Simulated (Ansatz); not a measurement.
# Ta2C: the cost of one run

Computed with Ansatz 0.2.0 (DFT r2SCAN, scalar-relativistic, plane waves, PAW, unless a step's input says otherwise).

2 further runs of the same task are left out: 2 set aside as unsound or not needed.

**1. The system as given**

It takes space group P-3m1 (No. 164, trigonal). Conventional cell: a = 3.110 Å, b = 3.110 Å, c = 4.942 Å, α = 90.00°, β = 90.00°, γ = 120.00°. Ta (site symmetry 3m) has 3 C at 2.19 Å in its first shell of neighbours. C (site symmetry -3m) has 6 Ta at 2.19 Å in its first shell of neighbours.

Structure file:

```xyz
3
Lattice="3.1102 0.0000 0.0000 -1.5551 2.6935 0.0000 0.0000 0.0000 4.9423" Properties=species:S:1:pos:R:3 pbc="T T T"
Ta    0.0000    1.7957    1.2532
Ta    1.5551    0.8978    3.6891
C     0.0000    0.0000    0.0000
```

It is the result of an earlier relaxation at this level (volume 13.80 Å³/atom; gap on the mesh: none (metal)).

**2. Bulk reference on the slab's mesh**

Contents of input.yaml:

```yaml
crystal:
  lattice:
    - [3.1101644567, 0.0, 0.0]
    - [0.0, 4.9422989457, 0.0]
    - [1.5550822284, 0.0, 2.6934814295]
  atoms:
    - { symbol: Ta, position: [0.3333333333, 0.7464364207, 0.3333333333] }
    - { symbol: Ta, position: [0.6666666667, 0.2535635793, 0.6666666667] }
    - { symbol: C, position: [0.0, 0.0, 0.0] }
basis:
  ecutwfc: 500
kpoints:
  mp_grid: { grid: [11, 7, 13] }
hamiltonian:
  xc: r2scan
scf:
  occupations: { method: gaussian, width: 0.1 }
output:
  forces: true
  stress: true
  eigenvalues: true
```

Started as:

```
> ansatz run input.yaml --threads 2 --pin off --max-ram 5120MiB --backend cpu --events-out ev --progress --plain --runs-dir out
```

**Question.** How long does this run take on 2 threads of Intel Xeon Platinum 8259CL at 2.50GHz (Skylake/Cascade Lake), shared host, and how much memory does it need?

About 23 s, with a peak of 0.79 GiB.
